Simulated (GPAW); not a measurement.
# Pd (Fm-3m) in GPAW: convergence with plane-wave cutoff (eV)

Aim: find how far plane-wave cutoff (eV) must go before the results for Pd settle, at PBE. This setting moves, with any that are tied to it; all else stays.

All numbers are computed with GPAW 26.7.0; they aren't measurements. Logs are shortened: lines on timing, memory, paths and dates and some standing lists are left out, and cuts for length are marked. The log counts tension as positive stress, the text compression.

### 1 The crystal as given

The structure is cubic, space group Fm-3m (No. 225). Conventional cell: a = 3.893 Å, b = 3.893 Å, c = 3.893 Å, α = 90.00°, β = 90.00°, γ = 90.00°. Pd (site symmetry m-3m) has 12 Pd at 2.75 Å as nearest neighbours.

### 2 With plane-wave cutoff (eV) 200

Input file run.py:

```python
from ase import Atoms
from ase.dft.bandgap import bandgap
from ase.io import write
from ase.units import GPa
from gpaw import GPAW, PW

atoms = Atoms(['Pd'],
              cell=[[0.0, 1.9465, 1.9465],
                    [1.9465, 0.0, 1.9465],
                    [1.9465, 1.9465, 0.0]],
              scaled_positions=[[0.0, 0.0, 0.0]],
              pbc=True)

calc = GPAW(mode=PW(200),
            xc='PBE',
            kpts={'size': (12, 12, 12), 'gamma': True},
            occupations={'name': 'fermi-dirac', 'width': 0.05},
            setups={'Pd': '10'},
            nbands=-9,
            convergence={'density': 1e-05, 'energy': 1e-05},
            maxiter=100,
            txt='gpaw.txt')
atoms.calc = calc
energy = atoms.get_potential_energy()
forces = atoms.get_forces()
stress = atoms.get_stress()
calc.write('gs.gpw')
write('result.traj', atoms)
print(f'Energy: {energy:.6f} eV')
print('Forces (eV/A):')
print(forces.round(4))
print('Stress (GPa):', (stress / GPa).round(3))
print('Fermi level:', round(calc.get_fermi_level(), 4), 'eV')
print(f'Gap: {bandgap(calc)[0]:.4f} eV, direct: {bandgap(calc, direct=True)[0]:.4f} eV')
```

Potentials or basis: GPAW PAW data sets (gpaw-data 1.2.1), other valence, pw.

Launch:

```
$ OMP_NUM_THREADS=1 python run.py
```

gpaw.txt:

```text
__  _  _
 | _ |_)|_||  |
 |__||  | ||/\| - 26.7.0

Input parameters:
  mode=PW(ecut=200.0),
  convergence={'density': 1e-05, 'energy': 1e-05},
  kpts=MonkhorstPack(size=(12, 12, 12), gamma=True),
  maxiter=100,
  nbands=-9,
  occupations=Occupations(name='fermi-dirac', width=0.05),
  setups={'Pd': '10'},
  xc=XC(name='PBE')

Diagonalizing LCAO Hamiltonian
Converting LCAO to pw mode

       Pd

Atoms  # Å, Bohr magnetons
|   | symbol |        x |        y |        z |    initial magnetic moments |
|---|--------|----------|----------|----------|-----------------------------|
| 0 |     Pd | 0.000000 | 0.000000 | 0.000000 | ( 0.0000,  0.0000,  0.0000) |

Unit cell  # Å
| periodic |        x |        y |        z |  lengths |    angles |
|----------|----------|----------|----------|----------|-----------|
|      yes | 0.000000 | 1.946500 | 1.946500 | 2.752767 | 60.000000 |
|      yes | 1.946500 | 0.000000 | 1.946500 | 2.752767 | 60.000000 |
|      yes | 1.946500 | 1.946500 | 0.000000 | 2.752767 | 60.000000 |

Number of symmetries: 48
Symmetry operations  # r_c * U_cc + t_c -> r_c
|    | kind |            matrix            |
|----|------|------------------------------|
|  0 |  σ   |  1, 0, 0,  1, 0,-1,  1,-1, 0 |
|  1 |  C2  |  1, 0, 0,  1,-1, 0,  1, 0,-1 |
|  2 |  E   |  1, 0, 0,  0, 1, 0,  0, 0, 1 |
|  3 |  σ   |  1, 0, 0,  0, 0, 1,  0, 1, 0 |
|  4 |  C4  |  1, 0,-1,  1, 0, 0,  1,-1, 0 |
|  5 |  S6  |  1, 0,-1,  1,-1, 0,  1, 0, 0 |
|  6 |  σ   |  1, 0,-1,  0, 1,-1,  0, 0,-1 |
|  7 |  C3  |  1, 0,-1,  0, 0,-1,  0, 1,-1 |
|  8 |  S6  |  1,-1, 0,  1, 0, 0,  1, 0,-1 |
|  9 |  C4  |  1,-1, 0,  1, 0,-1,  1, 0, 0 |
| 10 |  C3  |  1,-1, 0,  0,-1, 1,  0,-1, 0 |
| 11 |  σ   |  1,-1, 0,  0,-1, 0,  0,-1, 1 |
| 12 |  σ   |  0, 1, 0,  1, 0, 0,  0, 0, 1 |
| 13 |  C4  |  0, 1, 0,  0, 1,-1, -1, 1, 0 |
| 14 |  C3  |  0, 1, 0,  0, 0, 1,  1, 0, 0 |
| 15 |  S6  |  0, 1, 0, -1, 1, 0,  0, 1,-1 |
| 16 |  C2  |  0, 1,-1,  1, 0,-1,  0, 0,-1 |
| 17 |  σ   |  0, 1,-1,  0, 1, 0, -1, 1, 0 |
| 18 |  S4  |  0, 1,-1,  0, 0,-1,  1, 0,-1 |
| 19 |  C4  |  0, 1,-1, -1, 1, 0,  0, 1, 0 |
| 20 |  C3  |  0, 0, 1,  1, 0, 0,  0, 1, 0 |
| 21 |  σ   |  0, 0, 1,  0, 1, 0,  1, 0, 0 |
[... 112 lines left out ...]
  Good broyden scale: 1.0
  Trust region scale: 1.0
  Backstep threshold: 4.0
  History deletion threshold: 6.0
  Fourier metric: weight=20.0, sigma=0.015

occupation numbers:
  Fermi-Dirac:
    width: 0.0500  # eV

poisson solver:
  ecut: 1600.0  # eV

xc functional:
  name: PBE with 2 nearest neighbor stencil

convergence criteria:
- Maximum integral of absolute [dens]ity change: 1e-05 electrons / valence electron
- Maximum [total energy] change in last 3 cyles: 1e-05 eV / valence electron
- Maximum integral of absolute [eigenst]ate change: 4e-08 eV^2 / valence electron
maximum number of iterations: 100

SCF iterations
|iter     | |      energy | eigst |  dens |
|---------|-|-------------|-------|-------|
|iter:   1| |   -4.015085 | -0.79 |       |
|iter:   2| |   -3.765635 | -2.75 | -0.76 |
|iter:   3| |   -2.955026 | -2.41 | -0.81 |
|iter:   4| |   -2.949781 | -4.57 | -1.93 |
|iter:   5| |   -2.947862 | -5.13 | -2.09 |
|iter:   6| |   -2.947862 | -7.30 | -3.55 |
|iter:   7| |   -2.947864c| -8.52c| -3.98 |
|iter:   8| |   -2.947864c| -8.36c| -5.11c|

Converged in 8 steps
Energy contributions relative to reference atoms: (reference = -137227.490723)

Energy contributions:
  Kinetic:         -24.123965
  Coulomb:          18.454192
  Zero:              0.760609
  External:          0.000000
  Xc:                1.971239
  Entropy:          -0.019878
  Spinorbit:         0.000000
  ----------------------------
  Free energy:      -2.957803
  Extrapolated:     -2.947864

dipole moment: (-12.856167, -12.856167, -12.856167)  # |e|*Ang

Fermi level: 9.888
Eigenvalues  # (at kpt = [-0.000, -0.000, -0.000])
| band index |      eig [eV] | occ [0-2] |
|------------|---------------|-----------|
|          0 |         2.830 |     2.000 |
|          1 |         7.063 |     2.000 |
|          2 |         7.063 |     2.000 |
|          3 |         7.063 |     2.000 |
|          4 |         8.659 |     2.000 |
|          5 |         8.659 |     2.000 |
|          6 |        28.384 |     0.000 |
|          7 |        32.995 |     0.000 |
|          8 |        32.995 |     0.000 |
|          9 |        32.995 |     0.000 |
|         10 |        34.545 |     0.000 |
|         11 |        37.382 |     0.000 |
|         12 |        37.642 |     0.000 |
|         13 |        37.651 |     0.000 |

No gap
No difference between direct/indirect transitions

Forces  # eV/Ang
|       x |       y |       z |
|---------|---------|---------|
| 0.00000 | 0.00000 | 0.00000 |  # Pd   0

Stress tensor  # eV/Ang^3
|         x |         y |         z |
|-----------|-----------|-----------|
|  0.154113 | -0.000000 | -0.000000 |
| -0.000000 |  0.154113 |  0.000000 |
| -0.000000 |  0.000000 |  0.154113 |

# Writing to gs.gpw (mode='')
```

Wall time 4 s (1 thread of Arm Neoverse V2, shared host); peak memory 0.11 GiB.

What came out:

| Property | Result |
| --- | --- |
| Free energy | -2.9578 eV |
| Pressure | -24.7 GPa |
| Band gap on the k mesh | none (metal or under the smearing width) |

### 3 With plane-wave cutoff (eV) 250

Edit run.py of step 2 so:

```diff
@@ -13,3 +13,3 @@
 
-calc = GPAW(mode=PW(200),
+calc = GPAW(mode=PW(250),
             xc='PBE',
```

Potentials or basis: GPAW PAW data sets (gpaw-data 1.2.1), other valence, pw.

Launch:

```
$ OMP_NUM_THREADS=1 python run.py
```

Wall time 4.8 s (1 thread of Arm Neoverse V2, shared host); peak memory 0.12 GiB.

What came out:

- Free energy: -3.2276 eV
- Pressure: 7.7 GPa
- Band gap on the k mesh: none (metal or under the smearing width)

### 4 With plane-wave cutoff (eV) 300

Edit run.py of step 3 so:

```diff
@@ -13,3 +13,3 @@
 
-calc = GPAW(mode=PW(250),
+calc = GPAW(mode=PW(300),
             xc='PBE',
```

Launch:

```
$ OMP_NUM_THREADS=1 python run.py
```

Run time: 4.9 s. Hardware: 1 thread of Arm Neoverse V2, shared host; peak memory 0.12 GiB.

What came out:

```
Free energy            : -3.3112 eV
Pressure               : 1.3 GPa
Band gap on the k mesh : none (metal or under the smearing width)
```

### 5 With plane-wave cutoff (eV) 350

Edit run.py of step 4 so:

```diff
@@ -13,3 +13,3 @@
 
-calc = GPAW(mode=PW(300),
+calc = GPAW(mode=PW(350),
             xc='PBE',
```

Launch:

```
$ OMP_NUM_THREADS=1 python run.py
```

Run time: 5.1 s. Hardware: 1 thread of Arm Neoverse V2, shared host; peak memory 0.12 GiB.

Results:

| Item | Value |
| --- | --- |
| Free energy | -3.4730 eV |
| Pressure | 1.4 GPa |
| Band gap on the k mesh | none (metal or under the smearing width) |

### 6 With plane-wave cutoff (eV) 400

Edit run.py of step 5 so:

```diff
@@ -13,3 +13,3 @@
 
-calc = GPAW(mode=PW(350),
+calc = GPAW(mode=PW(400),
             xc='PBE',
```

Potentials or basis: GPAW PAW data sets (gpaw-data 1.2.1), other valence, pw.

Launch:

```
$ OMP_NUM_THREADS=1 python run.py
```

Run time: 6.1 s. Hardware: 1 thread of Arm Neoverse V2, shared host; peak memory 0.12 GiB.

Results:

- Free energy: -3.5610 eV
- Pressure: 5.9 GPa
- Band gap on the k mesh: none (metal or under the smearing width)

### 7 With plane-wave cutoff (eV) 500

Edit run.py of step 6 so:

```diff
@@ -13,3 +13,3 @@
 
-calc = GPAW(mode=PW(400),
+calc = GPAW(mode=PW(500),
             xc='PBE',
```

Launch:

```
$ OMP_NUM_THREADS=1 python run.py
```

Run time: 7 s. Hardware: 1 thread of Arm Neoverse V2, shared host; peak memory 0.13 GiB.

Results (log left out):

| Property | Result |
| --- | --- |
| Free energy | -3.5796 eV |
| Pressure | 7.8 GPa |
| Band gap on the k mesh | none (metal or under the smearing width) |

### 8 With plane-wave cutoff (eV) 600

Edit run.py of step 7 so:

```diff
@@ -13,3 +13,3 @@
 
-calc = GPAW(mode=PW(500),
+calc = GPAW(mode=PW(600),
             xc='PBE',
```

Launch:

```
$ OMP_NUM_THREADS=1 python run.py
```

Run time: 7.1 s. Hardware: 1 thread of Arm Neoverse V2, shared host; peak memory 0.13 GiB.

It converged, with:

| Property | Result |
| --- | --- |
| Free energy | -3.6142 eV |
| Pressure | 6.4 GPa |
| Band gap on the k mesh | none (metal or under the smearing width) |

### 9 With plane-wave cutoff (eV) 800

Edit run.py of step 8 so:

```diff
@@ -13,3 +13,3 @@
 
-calc = GPAW(mode=PW(600),
+calc = GPAW(mode=PW(800),
             xc='PBE',
```

Potentials or basis: GPAW PAW data sets (gpaw-data 1.2.1), other valence, pw.

Launch:

```
$ OMP_NUM_THREADS=1 python run.py
```

Wall time 12 s (1 thread of Arm Neoverse V2, shared host); peak memory 0.14 GiB.

It converged, with:

```yaml
Free_energy: -3.6582 eV
Pressure: 8.0 GPa
Band_gap_on_the_k_mesh: none (metal or under the smearing width)
```

### 10 With plane-wave cutoff (eV) 1000

Edit run.py of step 9 so:

```diff
@@ -13,3 +13,3 @@
 
-calc = GPAW(mode=PW(800),
+calc = GPAW(mode=PW(1000),
             xc='PBE',
```

Launch:

```
$ OMP_NUM_THREADS=1 python run.py
```

Run time: 18 s. Hardware: 1 thread of Arm Neoverse V2, shared host; peak memory 0.16 GiB.

The run converged. Its results:

```
Free energy            : -3.6601 eV
Pressure               : 8.2 GPa
Band gap on the k mesh : none (metal or under the smearing width)
```

### 11 Result

```tsv
plane-wave cutoff (eV)	energy less the tightest run, at zero smearing (meV/atom)	pressure (GPa)	SCF cycles	CPU time (s)	peak memory (GiB)
200	702.39	-24.69	8	4	0.11
250	432.50	7.71	9	4.8	0.12
300	348.90	1.35	9	4.9	0.12
350	187.11	1.42	9	5.1	0.12
400	99.10	5.87	9	6.1	0.12
500	80.49	7.83	9	7	0.13
600	45.85	6.39	9	7.1	0.13
800	1.88	8.01	9	12	0.14
1000	0.00	8.25	9	18	0.16
```

Not settled before the last step: the energy (to 1 meV/atom), the pressure (to 0.1 GPa). The tightest run that finished is the yardstick and may itself not be fully converged.
